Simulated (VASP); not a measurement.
Here is a VASP 6.6.1 calculation.

The input run.py:

```python
from ase import Atoms
from ase.calculators.vasp import Vasp
from ase.dft.bandgap import bandgap

atoms = Atoms(
    ['Ca'],
    cell=[[-2.2052049036, 2.2052049036, 2.19611481], [2.2052049036, -2.2052049036, 2.19611481], [2.2052049036, 2.2052049036, -2.19611481]],
    scaled_positions=[[0.5, 0.5, 0.0]],
    pbc=True,
)
calc = Vasp(
    directory='calc',
    xc='rpbe',
    pp='PBE',
    setups='gw',
    prec='Accurate',
    encut=550,
    ediff=1e-06,
    ismear=0,
    sigma=0.05,
    lreal=False,
    lasph=True,
    nelm=60,
    algo='Normal',
    isif=2,
    lwave=False,
    lcharg=True,
    lelf=True,
    lvhar=True,
    kpts=[9, 9, 9],
    gamma=True,
    nbands=11,
)
atoms.calc = calc

print('energy (eV):', atoms.get_potential_energy())
print('free energy (eV):', atoms.get_potential_energy(force_consistent=True))
print('forces (eV/A):')
print(atoms.get_forces())
print('stress (eV/A^3, Voigt):', atoms.get_stress())
print('Fermi level (eV):', calc.get_fermi_level())
gap, top, bottom = bandgap(calc)
print('band gap (eV):', gap, 'from (spin, k, band)', top, 'to', bottom)
```

Potentials or basis: VASP PAW PBE potentials, release 64 (Ca_sv_GW).

Run with:

```bash
$ python run.py
```

Q: What does it give for the pressure?

A: 0.7 GPa.

Q: Estimate the band gap on the k mesh.

A: None (metal or under the smearing width).

Caveat: the PAW data sets were made with another functional, which shifts forces and pressure a little.
